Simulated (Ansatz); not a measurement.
# BP (F-43m) in Ansatz: further runs

The runs below take BP through band structure, single point, equation of state, with SVWN5, PBE.

Everything below comes from runs of Ansatz 0.2.0. Logs are shortened: lines on timing, memory, paths and dates and some standing lists are left out, and cuts for length are marked.

**Measured values to compare with.**

From “Equation of state of single-crystal cubic boron phosphide”, 2014, arxiv:1407.1677, for a bulk crystal of BP at 300 K: bulk modulus 179 ± 1 GPa.

The results are compared with them further down.

**1. Starting point**

The structure is cubic, space group F-43m (No. 216). Conventional cell: a = 4.538 Å, b = 4.538 Å, c = 4.538 Å, α = 90.00°, β = 90.00°, γ = 90.00°. P (site symmetry -43m) is surrounded by 4 B at 1.97 Å. B (site symmetry -43m) is surrounded by 4 P at 1.97 Å.

**2. Band structure, SVWN5**

Input file input.yaml:

```yaml
crystal:
  lattice:
    - [0.0, 2.269, 2.269]
    - [2.269, 0.0, 2.269]
    - [2.269, 2.269, 0.0]
  atoms:
    - { symbol: P, position: [0.75, 0.75, 0.75] }
    - { symbol: B, position: [0.0, 0.0, 0.0] }
hamiltonian:
  xc: { exchange: slater, correlation: vwn5 }
  pseudopotentials: { kind: paw }
kpoints:
  mp_grid: { grid: [10, 10, 10] }
  band_path:
    path:
      - [[0.0, 0.0, 0.0], [0.5, 0.0, 0.5], [0.5, 0.25, 0.75], [0.375, 0.375, 0.75], [0.0, 0.0, 0.0], [0.5, 0.5, 0.5], [0.625, 0.25, 0.625], [0.5, 0.25, 0.75], [0.5, 0.5, 0.5], [0.375, 0.375, 0.75]]
      - [[0.625, 0.25, 0.625], [0.5, 0.0, 0.5]]
    npoints: 14
scf:
  occupations: { method: fermi_dirac, width: 0.05 }
  n_extra_bands: 6
output:
  forces: true
  stress: true
  eigenvalues: true
  fatbands: false
```

Potentials or basis: Ansatz PAW.

Started as:

```bash
ansatz run input.yaml --threads 2 --pin off --max-ram 5120MiB --backend cpu --events-out ev --progress --plain --runs-dir out
```

Output:

```text
Warning: RAYON_NUM_THREADS=2 ignored (pool sized by the plan → 2); use --threads N
scf.n_extra_bands = 6 over 4 filled bands (N_el = 8.0): the run solves 10 bands
Engine: ansatz 0.2.0, aarch64-unknown-linux-gnu
Pseudopotentials: kind: paw
Pseudopotential: P, paw, valence charge 5, recommended cutoff 420 eV (normal), P.paw.azcp
Pseudopotential: B, paw, valence charge 3, recommended cutoff 420 eV (normal), B.paw.azcp
Functional definition: unnamed
  exchange = slater_x
  correlation = vwn5_c
Crystal: 2 atoms, lattice volume = 23.363 Å³
Basis set: ecut = 420 eV, 459 PW (Γ)
Bands: 10, of which v1, the nominal top of the filled ones, is band 4 counted from 1 (3 counted from 0)
Symmetry: 24 space group operations
Space group: F-43m (ITA 216), of the structure as read, at distance tolerance 2.9e-5 Å
k-points: 47 of 1000 (time reversal used)
Non-local potential: P, projectors of the file, l = 0: 2, l = 1: 2, l = 2: 2
Non-local potential: B, projectors of the file, l = 0: 2, l = 1: 2, l = 2: 1
PAW form: soft (Blöchl's): semilocal exchange-correlation on the pseudo side does not see the compensation charge
PAW frozen core: P, regenerated for the run's functional, and the local potential with it (the file was generated under x = pbe(κ = 0.804, μ = 0.2195149727645171), c = pbe(β = 0.06672455060314922))
PAW frozen core: B, regenerated for the run's functional, and the local potential with it (the file was generated under x = pbe(κ = 0.804, μ = 0.2195149727645171), c = pbe(β = 0.06672455060314922))
PAW one-centre angular grid: P, 110 points (default); XC on 64 Gauss nodes
PAW one-centre angular grid: B, 110 points (default); XC on 64 Gauss nodes
Initial density: superposition of atomic densities (neutral atoms: chi_scale 0, normalization atom), corrected by the library's trained network
Initial wavefunctions: pseudopotential atomic-orbital guess
Functional: x = slater, c = vwn5
SCF iter   1: F=—  HF=-876.804360 eV  |F-HF|=—  |Δ(HF+E_count)|=         —  Δρ=5.28e-3  dr2=5.29e-3  ethr=1.77e-3  ⟨swp⟩=6.1  Hψ=3955  notcnv=0  defer=2
preconditioner: auto → none  [insulator: Δε(μ)=1.181 eV  Ē_g=14.864 eV  σ=0.050 eV  W_gap=1.00  n_scr=0 (ndim 8)  ℏωp=21.7 eV  f_vac=0.000  D(μ)=0.00/eV (n_scr^D=0)  ε∞_Penn≈3.1]
SCF iter   2: F=—  HF=-876.803334 eV  |F-HF|=—  |Δ(HF+E_count)|=   1.03e-3  Δρ=2.38e-3  dr2=8.54e-4  ethr=6.61e-5  ⟨swp⟩=1.9  Hψ=953  notcnv=0  defer=28
SCF iter   3: F=—  HF=-876.803137 eV  |F-HF|=—  |Δ(HF+E_count)|=   1.96e-4  Δρ=1.08e-3  dr2=1.29e-4  ethr=1.07e-5  ⟨swp⟩=2.1  Hψ=546  notcnv=0  defer=28
SCF iter   4: F=—  HF=-876.803120 eV  |F-HF|=—  |Δ(HF+E_count)|=   1.73e-5  Δρ=3.42e-4  dr2=1.48e-5  ethr=1.61e-6  ⟨swp⟩=1.0  Hψ=394  notcnv=0  defer=28
SCF iter   5: F=—  HF=-876.803116 eV  |F-HF|=—  |Δ(HF+E_count)|=   3.72e-6  Δρ=5.70e-5  dr2=5.88e-7  ethr=1.85e-7  ⟨swp⟩=1.1  Hψ=417  notcnv=0  defer=28
SCF iter   6: F=-876.803116 eV  HF=-876.803116 eV  |F-HF|=6.85e-9  |Δ(HF+E_count)|=   7.97e-8  Δρ=6.12e-6  dr2=9.93e-9  ethr=1.25e-9  ⟨swp⟩=8.8  Hψ=2638  notcnv=0
SCF 1 converged in 6 iterations: F = -876.803116 eV  dr2 = 9.93e-9
NSCF: frozen V_eff on 142 k-points
SCF converged after 6 iterations
Free energy (F): -876.803116 eV
Harris-Foulkes:  -876.803116 eV  (|F-HF|=6.85e-9)
Internal energy: -876.803116 eV  (E = F + TS)
E sigma→0 (E₀):  -876.803116 eV
Entropy (-TS):   -0.000000 eV (-0.000 meV/atom)
Fermi energy:    9.626178 eV
--- Per-component energies (eV) ---
  E_band       = 20.700836
  E_kinetic    = 122.039718
  E_local      = -70.123725  (includes V_loc(G=0)·N_el)
  E_nonlocal   = 46.894784
  E_hartree    = 16.970815
  E_xc         = -94.441917
  E_vxc        = -100.604915  (∫ρ·V_xc dr)
  E_paw        = -612.814369  (= ΣΔE_a)
  E_vpaw       = -11.446735  (= ΣTr[D̂ρ^β])
  E_aug_tail   = -0.000000  (compensation charges beyond the density's cutoff)
  E_ewald      = -285.491518
  E_core_change = 0.163096  (= ΣΔE_core)
  E_smearing   = -0.000000  (= −TS)
  E_closure    = 0.000000  (closes the sum)
  Σ components = -876.803116   (vs F -876.803116, Δ=0.00e0)
--- Forces (eV/Å), atoms counted from 1 ---
  atom   1  P      0.00000000    -0.00000000     0.00000000
  atom   2  B     -0.00000000     0.00000000    -0.00000000
  max |Σ_I F_I| component: 2.22e-16 eV/Å
--- Stress (GPa, compression-positive) ---
       -5.348491      -0.000000      -0.000000
        0.000000      -5.348491       0.000000
       -0.000000       0.000000      -5.348491
  P = ⅓ Tr σ = -5.3485 GPa (-53.485 kbar)
--- Band table (eV; the first three rows and the last of 47) ---
  k-point 0: bands = ["-6.3450", "9.0496", "9.0496", "9.0496", "12.4266", "12.4266", "12.4266", "16.4001", "20.3070", "21.0957"]
  k-point 1: bands = ["-6.1652", "7.7589", "8.7566", "8.7566", "12.8310", "12.8310", "12.8489", "16.9107", "20.4092", "20.4092"]
  k-point 2: bands = ["-5.6325", "5.4281", "8.2008", "8.2008", "13.0452", "13.5427", "13.5427", "18.0288", "19.8049", "19.8049"]
  k-point 46: bands = ["-1.2698", "1.0407", "3.5117", "3.6735", "13.5860", "14.3623", "17.2397", "17.6207", "21.6981", "24.9966"]
```

It took 1.2 s on 2 threads of Arm Neoverse V2, shared host; peak memory 0.23 GiB.

What came out:

```
Free energy             : -876.8031 eV
Pressure                : -5.3 GPa
Band gap on the k mesh  : 1.19 eV, indirect (least direct gap 3.38 eV)
Band gap along the path : 1.19 eV, indirect (least direct gap 3.38 eV)
```

Levels at the corners of the path, in eV from the valence-band top:
| point | band 1 | band 2 | band 3 | band 4 | band 5 | band 6 | band 7 | band 8 | band 9 |
| --- | --- | --- | --- | --- | --- | --- | --- | --- | --- |
| Γ | -15.39 | 0.00 | 0.00 | 0.00 | 3.38 | 3.38 | 3.38 | 7.35 | 11.26 |
| X | -10.57 | -8.49 | -4.10 | -4.10 | 1.30 | 1.55 | 11.94 | 11.94 | 14.96 |
| W | -10.29 | -7.94 | -5.69 | -5.49 | 5.23 | 6.65 | 7.15 | 7.44 | 12.62 |
| K | -10.56 | -8.06 | -6.24 | -3.49 | 2.08 | 5.91 | 9.62 | 10.51 | 11.46 |
| Γ | -15.39 | 0.00 | 0.00 | 0.00 | 3.38 | 3.38 | 3.38 | 7.35 | 11.26 |
| L | -12.07 | -9.01 | -1.75 | -1.75 | 3.76 | 4.67 | 4.67 | 9.92 | 14.40 |
| U | -10.56 | -8.06 | -6.24 | -3.49 | 2.08 | 5.91 | 9.62 | 10.51 | 11.46 |
| W | -10.29 | -7.94 | -5.69 | -5.49 | 5.23 | 6.65 | 7.15 | 7.44 | 12.62 |
| L | -12.07 | -9.01 | -1.75 | -1.75 | 3.76 | 4.67 | 4.67 | 9.92 | 14.40 |
| K | -10.56 | -8.06 | -6.24 | -3.49 | 2.08 | 5.91 | 9.62 | 10.51 | 11.46 |
| U | -10.56 | -8.06 | -6.24 | -3.49 | 2.08 | 5.91 | 9.62 | 10.51 | 11.46 |
| X | -10.57 | -8.49 | -4.10 | -4.10 | 1.30 | 1.55 | 11.94 | 11.94 | 14.96 |

Caveat: the PAW data sets come from PBE, with cores solved anew for the run's functional, which leaves a small shift of forces and pressure.

**3. Single point, PBE, 10.98 Å³/atom (volume scaled by 0.94)**

Input file input.yaml:

```yaml
crystal:
  lattice:
    - [0.0, 2.2226808807, 2.2226808807]
    - [2.2226808807, 0.0, 2.2226808807]
    - [2.2226808807, 2.2226808807, 0.0]
  atoms:
    - { symbol: P, position: [0.75, 0.75, 0.75] }
    - { symbol: B, position: [0.0, 0.0, 0.0] }
hamiltonian:
  xc: pbe
  pseudopotentials: { kind: paw, core: small }
kpoints:
  mp_grid: { grid: [10, 10, 10] }
scf:
  occupations: { method: fermi_dirac, width: 0.05 }
output:
  forces: true
  stress: true
  eigenvalues: true
```

Potentials or basis: Ansatz PAW.

Started as:

```bash
ansatz run input.yaml --threads 2 --pin off --max-ram 5120MiB --backend cpu --events-out ev --progress --plain --runs-dir out
```

It took 0.51 s on 2 threads of Arm Neoverse V2, shared host; peak memory 0.23 GiB.

It converged, with:

```yaml
Free_energy: -912.3884 eV
Pressure: 12.7 GPa
Band_gap_on_the_k_mesh: 1.16 eV, indirect (least direct gap 3.50 eV)
```

**4. Single point, PBE, 11.21 Å³/atom (volume scaled by 0.96)**

input.yaml: that of step 3 with these lines changed.

```diff
@@ -2,5 +2,5 @@
   lattice:
-    - [0.0, 2.2226808807, 2.2226808807]
-    - [2.2226808807, 0.0, 2.2226808807]
-    - [2.2226808807, 2.2226808807, 0.0]
+    - [0.0, 2.2383340787, 2.2383340787]
+    - [2.2383340787, 0.0, 2.2383340787]
+    - [2.2383340787, 2.2383340787, 0.0]
   atoms:
```

Started as:

```bash
ansatz run input.yaml --threads 2 --pin off --max-ram 5120MiB --backend cpu --events-out ev --progress --plain --runs-dir out
```

It took 0.52 s on 2 threads of Arm Neoverse V2, shared host; peak memory 0.23 GiB.

The run converged. Its results:

```yaml
Free_energy: -912.4192 eV
Pressure: 8.5 GPa
Band_gap_on_the_k_mesh: 1.19 eV, indirect (least direct gap 3.47 eV)
```

**5. Single point, PBE, 11.45 Å³/atom (volume scaled by 0.98)**

input.yaml: that of step 4 with these lines changed.

```diff
@@ -2,5 +2,5 @@
   lattice:
-    - [0.0, 2.2383340787, 2.2383340787]
-    - [2.2383340787, 0.0, 2.2383340787]
-    - [2.2383340787, 2.2383340787, 0.0]
+    - [0.0, 2.2537713532, 2.2537713532]
+    - [2.2537713532, 0.0, 2.2537713532]
+    - [2.2537713532, 2.2537713532, 0.0]
   atoms:
```

Started as:

```bash
ansatz run input.yaml --threads 2 --pin off --max-ram 5120MiB --backend cpu --events-out ev --progress --plain --runs-dir out
```

Run time: 0.51 s. Hardware: 2 threads of Arm Neoverse V2, shared host; peak memory 0.23 GiB.

Results (log left out):

* Free energy: -912.4381 eV
* Pressure: 4.6 GPa
* Band gap on the k mesh: 1.22 eV, indirect (least direct gap 3.43 eV)

**6. Single point, PBE, 11.68 Å³/atom**

input.yaml: that of step 5 with these lines changed.

```diff
@@ -2,5 +2,5 @@
   lattice:
-    - [0.0, 2.2537713532, 2.2537713532]
-    - [2.2537713532, 0.0, 2.2537713532]
-    - [2.2537713532, 2.2537713532, 0.0]
+    - [0.0, 2.269, 2.269]
+    - [2.269, 0.0, 2.269]
+    - [2.269, 2.269, 0.0]
   atoms:
@@ -19 +19,5 @@
   eigenvalues: true
+  write_density: true
+  write_potential: true
+  elf: true
+  volumetric_format: npy
```

Potentials or basis: Ansatz PAW.

Started as:

```bash
ansatz run input.yaml --threads 2 --pin off --max-ram 5120MiB --backend cpu --events-out ev --progress --plain --runs-dir out
```

Wall time 0.71 s (2 threads of Arm Neoverse V2, shared host); peak memory 0.23 GiB.

It converged, with:

- Free energy: -912.4465 eV
- Pressure: 1.1 GPa
- Band gap on the k mesh: 1.24 eV, indirect (least direct gap 3.40 eV)

**7. Single point, PBE, 11.92 Å³/atom (volume scaled by 1.02)**

input.yaml: that of step 6 with these lines changed.

```diff
@@ -2,5 +2,5 @@
   lattice:
-    - [0.0, 2.269, 2.269]
-    - [2.269, 0.0, 2.269]
-    - [2.269, 2.269, 0.0]
+    - [0.0, 2.284026928, 2.284026928]
+    - [2.284026928, 0.0, 2.284026928]
+    - [2.284026928, 2.284026928, 0.0]
   atoms:
@@ -19,5 +19 @@
   eigenvalues: true
-  write_density: true
-  write_potential: true
-  elf: true
-  volumetric_format: npy
```

Started as:

```bash
ansatz run input.yaml --threads 2 --pin off --max-ram 5120MiB --backend cpu --events-out ev --progress --plain --runs-dir out
```

Wall time 0.53 s (2 threads of Arm Neoverse V2, shared host); peak memory 0.23 GiB.

Results (log left out):

| Quantity | Value |
| --- | --- |
| Free energy | -912.4450 eV |
| Pressure | -2.0 GPa |
| Band gap on the k mesh | 1.27 eV, indirect (least direct gap 3.38 eV) |

**8. Single point, PBE, 12.15 Å³/atom (volume scaled by 1.04)**

input.yaml: that of step 7 with these lines changed.

```diff
@@ -2,5 +2,5 @@
   lattice:
-    - [0.0, 2.284026928, 2.284026928]
-    - [2.284026928, 0.0, 2.284026928]
-    - [2.284026928, 2.284026928, 0.0]
+    - [0.0, 2.2988586873, 2.2988586873]
+    - [2.2988586873, 0.0, 2.2988586873]
+    - [2.2988586873, 2.2988586873, 0.0]
   atoms:
@@ -19 +19,5 @@
   eigenvalues: true
+  write_density: true
+  write_potential: true
+  elf: true
+  volumetric_format: npy
```

Started as:

```bash
ansatz run input.yaml --threads 2 --pin off --max-ram 5120MiB --backend cpu --events-out ev --progress --plain --runs-dir out
```

Wall time 0.73 s (2 threads of Arm Neoverse V2, shared host); peak memory 0.25 GiB.

Results (log left out):

```
Free energy            : -912.4348 eV
Pressure               : -4.9 GPa
Band gap on the k mesh : 1.30 eV, indirect (least direct gap 3.35 eV)
```

**9. Single point, PBE, 12.38 Å³/atom (volume scaled by 1.06)**

Input file input.yaml:

```yaml
crystal:
  lattice:
    - [0.0, 2.3135014941, 2.3135014941]
    - [2.3135014941, 0.0, 2.3135014941]
    - [2.3135014941, 2.3135014941, 0.0]
  atoms:
    - { symbol: P, position: [0.75, 0.75, 0.75] }
    - { symbol: B, position: [0.0, 0.0, 0.0] }
hamiltonian:
  xc: pbe
  pseudopotentials: { kind: paw, core: small }
kpoints:
  mp_grid: { grid: [10, 10, 10] }
scf:
  occupations: { method: fermi_dirac, width: 0.05 }
output:
  forces: true
  stress: true
  eigenvalues: true
```

Potentials or basis: Ansatz PAW.

Started as:

```bash
ansatz run input.yaml --threads 2 --pin off --max-ram 5120MiB --backend cpu --events-out ev --progress --plain --runs-dir out
```

Wall time 0.55 s (2 threads of Arm Neoverse V2, shared host); peak memory 0.24 GiB.

Results (log left out):

```yaml
Free_energy: -912.4166 eV
Pressure: -7.5 GPa
Band_gap_on_the_k_mesh: 1.32 eV, indirect (least direct gap 3.32 eV)
```

**10. Equation of state, PBE**

Potentials or basis: Ansatz PAW small core.

This step only gathers the single runs of the series.

Results:

| Item | Value |
| --- | --- |
| Equilibrium volume | 11.76 Å³/atom |
| Bulk modulus | 162 GPa |
| Pressure derivative of the bulk modulus | 3.8 |

Energy against volume, from the lowest point:
```csv
volume (Å³/atom),energy (meV/atom)
10.981,29.02
11.214,13.65
11.448,4.17
11.682,0.00
11.915,0.71
12.149,5.82
12.383,14.93
```

PBE usually gives volumes a little too large and moduli too small.

**11. Against experiment**

Step 10. Measured bulk modulus of BP: 179 GPa (300 K; “Equation of state of single-crystal cubic boron phosphide”, 2014, arxiv:1407.1677). This calculation gives 162 GPa (-9.6 %). 3 values of this kind are on record (173 to 179 GPa); this one was drawn at random among those near their median, those with a stated uncertainty first. The fit is for a static lattice scaled at fixed shape and fixed fractional positions.
